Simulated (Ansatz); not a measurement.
Theory: Ansatz 0.2.0, DFT PBE, scalar-relativistic, plane waves, PAW. Settings of the last relaxation (8-atom cell): 420 eV, 4×4×6 k points, Gaussian smearing of 0.02 eV, no spin polarisation.

Formation energies are uncorrected and count from the elements' standard states at the same level.

Task: Give a relaxed trial structure of a tetragonal semiconductor that holds Cd and 1 more element, with a gap near 1.2 eV, a formation energy near −0.63 eV/atom and about 27 Å³ per atom, in a cell of 8 atoms. Its symmetry should be P4_2/mnm (No. 136).

Result: CdS, space group P4_2/mnm (No. 136). Cd is surrounded by 4 S at 2.54–2.60 Å; S has 4 Cd at 2.54–2.60 Å.

```cif
data_structure
_symmetry_space_group_name_H-M 'P4_2/mnm'
_symmetry_Int_Tables_number 136
_cell_length_a 7.2080
_cell_length_b 7.2080
_cell_length_c 4.2120
_cell_angle_alpha 90.000
_cell_angle_beta 90.000
_cell_angle_gamma 90.000
_cell_volume 218.84
loop_
_atom_site_label
_atom_site_type_symbol
_atom_site_symmetry_multiplicity
_atom_site_Wyckoff_symbol
_atom_site_fract_x
_atom_site_fract_y
_atom_site_fract_z
_atom_site_occupancy
Cd1 Cd 4 f 0.67868 0.67868 0.00000 1
S1 S 4 g 0.81750 0.81750 0.50000 1
```

The volume per atom is 27.35 Å³ and the density is 4.39 g/cm³. The energy over the elements is −0.630 eV/atom. The gap on the 4×4×6 mesh of the 8-atom cell is 1.20 eV.

The structure comes from a generated guess, relaxed at this level; another structure or a mixture of phases may lie lower. The answer needn't be unique; the calculation gave this one.

Kohn–Sham gaps at this level usually fall short of measured ones. The reference form of S is held partly by dispersion forces, which this level lacks. Symmetry constrained the relaxation, so the result can be a saddle point.
